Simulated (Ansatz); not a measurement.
**Ti$_{3}$Al: a vibration from a frozen displacement**

These are results of Ansatz, DFT PBEsol, scalar-relativistic, plane waves, PAW, not measurements. The runs took a 420 eV cutoff, a Γ-centred 18×18×6 mesh and Gaussian smearing (0.15 eV). No spin polarisation. Energies are free energies at this smearing, counted from the undisturbed cell; pressure is positive in compression.

The starting cell (relaxed at this level; it needn't be the usual structure):

```
CELL_PARAMETERS angstrom
2.89578 0.00000 0.00000
-1.44789 2.50782 0.00000
0.00000 0.00000 9.13935
ATOMIC_POSITIONS crystal
Ti 0.66667 0.33333 0.00000
Ti 0.33333 0.66667 0.75118
Ti 0.33333 0.66667 0.24882
Al 0.66667 0.33333 0.50000
```

Every Al atom is moved by x along the Cartesian unit vector (0.000, 1.000, 0.000); the cell and all other atoms stay fixed. The cell's volume is 66.37 Å³; the moved atoms weigh 26.982 u together and the others 143.601 u.

| x (Å) | ΔE (meV/cell) | total force on the moved atoms along the move (eV/Å) | pressure (GPa) |
| --- | --- | --- | --- |
| -0.3000 | 117.57 | 0.8373 | 0.4343 |
| -0.2250 | 63.72 | 0.6007 | 0.2375 |
| -0.1500 | 27.11 | 0.3784 | 0.1040 |
| -0.0750 | 6.45 | 0.1765 | 0.0291 |
| 0.0000 | 0.00 | 0.0000 | 0.0059 |
| 0.0750 | 5.72 | -0.1473 | 0.0262 |
| 0.1500 | 21.30 | -0.2628 | 0.0808 |
| 0.2250 | 44.30 | -0.3450 | 0.1606 |
| 0.3000 | 72.21 | -0.3939 | 0.2567 |

**Question.** What frequency belongs to this motion?

**Answer.** The force constant is k = −dF/dx = 2.159 eV/Å², from the parabola through x = -0.0750, 0 and 0.0750. In every cell the moved atoms swing against the rest, so the mass is μ = m₁m₂/(m₁ + m₂) = 22.714 u, and ν̃ = 521.5 cm⁻¹ × √(|k|/μ) = 161 cm⁻¹. The pattern needn't be a normal mode: ν̃² is then a weighted mean of the squared nonzero frequencies at the zone centre of this cell, so it lies between the lowest and the highest of them.

**Question.** How far does the harmonic law reach?

**Answer.** At x = -0.300 Å, kx²/2 = 97.14 meV against the computed 117.57 meV (+21.0 %): the well stiffens in this direction at large amplitude.

In a metal these slopes depend on the k mesh and the smearing.

Cost: 9 runs of about 4.7 core-minutes in all, on Intel Xeon Platinum 8488C (Sapphire Rapids) (shared hosts).